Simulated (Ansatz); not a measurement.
## Fe: relaxation of cell and atoms

Theory: DFT, PBE, PAW with Ansatz's default frozen-core files, scalar-relativistic (Ansatz 0.2.0).

Command: `ansatz run input.yaml --threads 1 --pin off --max-ram 3072MiB --backend cpu --events-out ev --progress --plain --runs-dir out` The run took 22 s on 1 thread of Intel(R) Xeon(R) Platinum 8488C (Sapphire Rapids), with other jobs on the host, peak memory 0.38 GiB.

```yaml
crystal:
  lattice:
    - [0.0, 1.7717639764, 1.7717639764]
    - [1.7717639764, 0.0, 1.7717639764]
    - [1.7717639764, 1.7717639764, 0.0]
  atoms:
    - { symbol: Fe, position: [0.0, 0.0, 0.0], spin: 3.0 }
magnetization:
  spin_polarized: true
kpoints:
  mp_grid: { grid: [18, 18, 18] }
scf:
  occupations: { method: fermi_dirac, width: 0.05 }
hamiltonian:
  xc: pbe
  pseudopotentials: { kind: paw }
output:
  forces: true
  stress: true
relax:
  f_tol: 0.005
  max_steps: 80
  cell: {}
```

The run is spin-polarised from parallel moments and ends with 1.02 μB in the cell; other orders may lie lower.

The cell is built from the fcc type as a first guess.

The cutoff is 420 eV; energies and pressures of the walk include the program's estimate of the Pulay term.

Each frame lists the cell vectors (Å), then Cartesian positions (Å); symmetry keeps all forces zero. Free energies count from the first step, -4480.3337 eV.

The walk took 6 evaluations in all; steps that aren't listed are left out.

Step 1: E = 0.0 meV, P = -9.80 GPa

```
cell 0.0000 1.7718 1.7718 1.7718 0.0000 1.7718 1.7718 1.7718 0.0000
Fe    0.0000    0.0000    0.0000
```

Step 2: E = -14.2 meV, P = -5.24 GPa

```
cell 0.0000 1.7561 1.7561 1.7561 0.0000 1.7561 1.7561 1.7561 0.0000
Fe    0.0000    0.0000    0.0000
```

Question: How does the relaxation end?

Answer: It converges, with a = 3.483 Å, b = 3.483 Å, c = 3.483 Å, α = 90.00°, β = 90.00°, γ = 90.00° (conventional cell, space group Fm-3m). The last solve (on a basis chosen afresh for the final cell, so its energy is not quite comparable) gives E = -18.5 meV, P = 0.00 GPa:
```
cell 0.0000 1.7413 1.7413 1.7413 0.0000 1.7413 1.7413 1.7413 0.0000
Fe    0.0000    0.0000    0.0000
```
